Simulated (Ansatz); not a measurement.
# ZnSe: the gap under pressure

ZnSe, F-43m, a = 5.633 Å. Ansatz: PBEsol, PAW, 420 eV, Γ-centred 8×8×8 mesh on 2 atoms, Gaussian smearing 0.02 eV; no spin polarisation. Cell and atoms are relaxed at each pressure, and no other structure is tried; the real crystal is known to change phase within this range, so the rows at high pressure are metastable. The gap is sought over the whole zone. The pressures are the targets, met within 0.03 GPa.

| P (GPa) | gap y (eV) |
| --- | --- |
| -1.0 | ? |
| 0.0 | 1.239 |
| 1.0 | 1.298 |
| 4.0 | 1.460 |
| 12.0 | 1.802 |
| 25.0 | 2.175 |
| 50.0 | 1.773 |
| 90.0 | 1.310 |

Task: Fit y = E0 + αP + βP² to the other rows and predict the missing gap.

Result: Least squares on the rows shown. y = 1.3394 + 0.032535 P − 0.00037242 P². So α = 32.5 meV/GPa, but the rows at 0 and 1 GPa alone give 59 meV/GPa, so the parabola doesn't give the slope at zero pressure. With a term in P³ added, the coefficient of P becomes 0.07429, 128 % more, which shows how far this figure hangs on the form. At P = -1.0 the fit asked for gives 1.306 eV. The run gave 1.176 eV, so the fit is 0.130 eV too high, within the rms miss on the fitted rows (0.155 eV): the form describes this series only roughly. Note that among the fitted rows a band edge sits at another point of the zone at 25, 50, 90 GPa than at zero pressure, so one curve spans more than one gap.

Spin-orbit coupling is left out; it would lift a valence top of Se p states by 0.1 to 0.15 eV. The mesh isn't the same in all rows (8×8×8, 10×10×10). Semilocal functionals give gaps under the measured ones; changes of the gap mostly carry over better.